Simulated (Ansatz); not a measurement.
Equation of state of Gd

```cif
data_structure
_symmetry_space_group_name_H-M 'Im-3m'
_symmetry_Int_Tables_number 229
_cell_length_a 4.0500
_cell_length_b 4.0500
_cell_length_c 4.0500
_cell_angle_alpha 90.000
_cell_angle_beta 90.000
_cell_angle_gamma 90.000
_cell_volume 66.43
loop_
_atom_site_label
_atom_site_type_symbol
_atom_site_symmetry_multiplicity
_atom_site_Wyckoff_symbol
_atom_site_fract_x
_atom_site_fract_y
_atom_site_fract_z
_atom_site_occupancy
Gd1 Gd 2 a 0.00000 0.00000 0.00000 1
```

The runs use the primitive cell with vectors (-2.025, 2.025, 2.025), (2.025, -2.025, 2.025), (2.025, 2.025, -2.025) Å, to which the k mesh refers.

The cell is COD entry 1522526, as deposited and not checked against the literature; nothing was relaxed.

Where the f shell is localised, expect the real compound to differ from this run without U.

The magnetic state is the one reached from the start moments; no search over orders was made, so it needn't be the ground state.

No spin–orbit coupling, which matters for the heavy atoms here.

All numbers are computed: DFT, PBE, all-electron LAPW, scalar-relativistic (Ansatz 0.2.0); DFT, PBE, PAW with Ansatz's default frozen-core files, scalar-relativistic (Ansatz 0.2.0).

For LAPW: a Γ-centred 14×14×14 k mesh, Fermi–Dirac smearing of 0.08 eV, basis error target 0.5 meV/atom, spin-polarised from start moments Gd 7 μB. PAW takes a cutoff of 420 eV at this cell. The Ansatz runs share mesh, smearing and spin set-up. Plane-wave (PAW) pressures include the program's estimate of the Pulay term.

The cell above is scaled evenly, with fractional coordinates and shape held.

```tsv
V/V(cell)	V (Å³/atom)	P, LAPW (GPa)	P, PAW (GPa)	moment, LAPW (μB)	free energy over the lowest listed, PAW (meV/atom)
0.9500	31.554	1.91	1.91	7.60	10.4
0.9750	32.385	0.99	0.99	7.61	2.9
1.0000	33.215	0.16	0.16	7.61	0.0
1.0250	34.045	-0.58	-0.58	7.62	1.1
1.0500	34.876	-1.24	-1.25	7.62	5.9
```

What do Birch–Murnaghan fits to the pressures give?

LAPW: V0 = 33.39 Å³/atom, B0 = 31 GPa, B0′ = 3.5; PAW: V0 = 33.38 Å³/atom, B0 = 31 GPa, B0′ = 3.5.

PAW's V0 lies -0.01 % from the all-electron value and its B0 0.1 %. Symmetry fixes shape and coordinates here, so this is the relaxed modulus.
